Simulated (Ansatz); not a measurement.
Crystal: KTaO3.

```
Ta K O
1.0
     3.98830    0.00000    0.00000
     0.00000    3.98830    0.00000
     0.00000    0.00000    3.98830
Ta K O
1 1 3
Direct
  0.00000 0.00000 0.00000
  0.50000 0.50000 0.50000
  0.00000 0.00000 0.50000
  0.00000 0.50000 0.00000
  0.50000 0.00000 0.00000
```

Base run:

```yaml
Program: Ansatz 0.2.0
Functional: BLYP
Potentials_or_basis: Ansatz PAW
Cutoff: 420 eV
Density_cutoff: 1680 eV
k_mesh: 7 × 7 × 7
Occupations: fermi-dirac, width 0.05 eV
Spin: no spin polarisation
```

Its results: band gap on the k mesh 2.32 eV, indirect (least direct gap 2.87 eV); pressure 10.2 GPa.

Task: The run is repeated on the same cell with these changes: functional from BLYP to revPBE. What comes out?

Result: Band gap on the k mesh 2.32 eV, indirect (least direct gap 2.87 eV); pressure 8.6 GPa.

Caveats: the potentials were made for another functional, which shifts forces and pressure; the k mesh misses the band edges, so the gap on the mesh is wider than the one along the path; spin-orbit coupling is left out, which moves the levels of the heavy elements; the PAW data sets come from PBE, with cores solved anew for the run's functional, which leaves a small shift of forces and pressure.

Not every run made on this cell is shown here.
